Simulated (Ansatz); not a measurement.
Input of an Ansatz 0.2.0 run:

input.yaml

```yaml
crystal:
  lattice:
    - [3.5230547267, 0.0, 0.0]
    - [0.0, 3.5230547267, 0.0]
    - [0.0, 0.0, 3.5230547267]
  atoms:
    - { symbol: Ni, position: [0.5, 0.5, 0.0], spin: 1.0 }
    - { symbol: Ni, position: [0.5, 0.0, 0.5], spin: 1.0 }
    - { symbol: Ni, position: [0.0, 0.5, 0.5], spin: 1.0 }
    - { symbol: Al, position: [0.0, 0.0, 0.0] }
hamiltonian:
  xc: r2scan
  pseudopotentials: { kind: paw }
magnetization:
  spin_polarized: true
kpoints:
  mp_grid: { grid: [8, 8, 8] }
  band_path:
    path:
      - [[0.0, 0.0, 0.0], [0.0, 0.5, 0.0], [0.5, 0.5, 0.0], [0.0, 0.0, 0.0], [0.5, 0.5, 0.5], [0.0, 0.5, 0.0]]
      - [[0.5, 0.5, 0.0], [0.5, 0.5, 0.5]]
    npoints: 14
scf:
  occupations: { method: fermi_dirac, width: 0.05 }
  n_extra_bands: 10
output:
  forces: true
  stress: true
  eigenvalues: true
  fatbands: true
```

Potentials or basis: Ansatz PAW.

Launch:

```sh
$ ansatz run input.yaml --threads 2 --pin off --max-ram 5632MiB --backend cpu --events-out ev --progress --plain --runs-dir out
```

What does it give for the site moments?

Ni +0.35; Al -0.03 μB.

What does it give for the net moment?

0.87 μB per cell.

Levels at the corners of the path, in eV from the Fermi level:
Spin up:
```
point  band 25  band 26  band 27  band 28  band 29  band 30  band 31  band 32  band 33  band 34
    Γ    -0.52    -0.41    -0.41    -0.41     0.82     0.82     0.82     6.80     6.80     7.94
    X    -1.57    -1.49    -1.35    -0.80    -0.41     5.78     5.78     5.80     5.80     6.59
    M    -1.64    -1.50    -1.36    -1.26    -0.82     0.64     0.64     8.52     8.52     8.70
    Γ    -0.52    -0.41    -0.41    -0.41     0.82     0.82     0.82     6.80     6.80     7.94
    R    -1.64    -1.37    -1.37    -0.56    -0.56    -0.56    -0.40     3.76     4.15     4.15
    X    -1.57    -1.49    -1.35    -0.80    -0.41     5.78     5.78     5.80     5.80     6.59
    M    -1.64    -1.50    -1.36    -1.26    -0.82     0.64     0.64     8.52     8.52     8.70
    R    -1.64    -1.37    -1.37    -0.56    -0.56    -0.56    -0.40     3.76     4.15     4.15
```
Spin down:
```tsv
point	band 24	band 25	band 26	band 27	band 28	band 29	band 30	band 31	band 32	band 33
Γ	-0.66	-0.01	0.52	0.52	0.52	0.63	0.63	0.63	6.96	6.96
X	-1.35	-0.99	-0.96	-0.96	-0.53	0.52	5.78	5.78	5.87	5.87
M	-1.41	-1.41	-1.29	-0.95	-0.61	-0.49	1.22	1.22	8.54	8.54
Γ	-0.66	-0.01	0.52	0.52	0.52	0.63	0.63	0.63	6.96	6.96
R	-1.49	-1.49	-1.07	-1.07	-0.55	0.21	0.21	0.21	3.91	4.54
X	-1.35	-0.99	-0.96	-0.96	-0.53	0.52	5.78	5.78	5.87	5.87
M	-1.41	-1.41	-1.29	-0.95	-0.61	-0.49	1.22	1.22	8.54	8.54
R	-1.49	-1.49	-1.07	-1.07	-0.55	0.21	0.21	0.21	3.91	4.54
```

Caveat: the magnetic or orbital state may not be the lowest.
